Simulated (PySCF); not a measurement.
C4H9NO.
Structure used (PBE0-D3(BJ)/def2-SVP), in Å, numbered top down from 1:
```
atom  x, y, z in Å
C1    -1.2288    0.9027    0.1995
C2    -1.3742   -0.4761   -0.4301
O3    -0.2554   -0.7901   -1.2198
C4     0.9400   -0.7479   -0.4826
C5     1.1452    0.6235    0.1464
N6     0.0086    1.0458    0.9460
H7    -2.0868    1.1231    0.8549
H8    -1.2342    1.6592   -0.6053
H9    -1.5005   -1.2370    0.3717
H10   -2.2576   -0.5306   -1.0852
H11    0.9225   -1.5225    0.3158
H12    1.7568   -1.0013   -1.1763
H13    1.2903    1.3622   -0.6619
H14    2.0590    0.6359    0.7622
H15   -0.0385    0.4851    1.7959
```

The closed-shell ground state was solved at several levels (PySCF, density fitting, gas phase, non-relativistic).

| level | basis functions | total energy (Eh) | HOMO (eV) | LUMO (eV) | gap (eV) | dipole (D) |
| --- | --- | --- | --- | --- | --- | --- |
| PBE0/pcSseg-1 | 147 | -287.4287 | -6.14 | 1.39 | 7.53 | 1.26 |
| wB97X-D/pcSseg-2 | 342 | -287.8134 | -8.08 | 2.28 | 10.36 | 1.25 |
| B3LYP/pcJ-1 | 252 | -287.8092 | -5.90 | 1.09 | 6.99 | 1.25 |

Task: What might PBE0/def2-SVPD (195 basis functions) give for the same quantities?

Result: Total energy -287.2768 Eh, HOMO -6.24 eV, LUMO 0.72 eV, gap 6.96 eV, dipole 1.25 D.

Task: Over all these levels, which gives the widest orbital gap and which the narrowest?

Result: wB97X-D/pcSseg-2 (range-separated hybrid) has the widest, 10.36 eV, and PBE0/def2-SVPD (global hybrid, 25 % exact exchange) the narrowest, 6.96 eV. Functional and basis both differ between the two, so the spread mixes both effects.

Task: How far do the dipole and the HOMO energy spread over the levels?

Result: The dipole runs from 1.25 to 1.26 D (mean 1.25 D) and the HOMO from -8.08 to -5.90 eV.

One conformer stands for the species.

Note: wB97X-D ran without an empirical dispersion term, which enters the total energy and its gradient alone.
